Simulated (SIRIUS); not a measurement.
## InSe under changes of volume

One of the cells (29.822 Å³/atom); the others are scaled copies at fixed shape and fractional positions:

```
In Se
1.0
     2.01325    1.16235    8.49590
    -2.01325    1.16235    8.49590
     0.00000   -2.32470    8.49590
In Se
2 2
Direct
  0.88860 0.88860 0.88860
  0.00000 0.00000 0.00000
  0.17190 0.17190 0.17190
  0.38350 0.38350 0.38350
```

| Item | Value |
| --- | --- |
| Program | SIRIUS 7.12.0 |
| Functional | PBE |
| Potentials or basis | all-electron FP-LAPW |
| Cutoff | 178 eV |
| Basis | apw+lo standard |
| k mesh | 8 × 8 × 8 |
| Occupations | fermi-dirac, width 0.05 eV |
| Spin | no spin polarisation |

```csv
volume (Å³/atom),energy over the lowest point (meV/atom),gap on the mesh (eV)
27.483,63.97,0.62
28.068,42.11,0.55
28.652,25.46,0.50
29.822,?,?
30.406,1.07,0.34
30.991,0.00,0.30
```

Question: What does the run at 29.822 Å³/atom give?

Answer: Energy over the lowest point 5.39 meV/atom; gap on the mesh 0.39 eV.

Worked out: A Birch-Murnaghan fit of order 3 (a polynomial in V^(-2/3)) to the other rows has its minimum at 30.90 Å³/atom with B0 = V·E''(V) = 43 GPa and B' = 5.1 at fixed shape and positions, which overstates the stiffness. It gives 5.39 meV/atom at 29.822 Å³/atom, against the run's 5.39. A straight line through the other rows of the gap, of slope -2.65 eV per unit of ln V (its deformation potential), gives 0.40 eV, against the run's 0.39.

Energies are extrapolated to zero smearing.

Caveats: spin-orbit coupling is left out, which moves the levels of the heavy elements.

A mesh can miss the band edges.
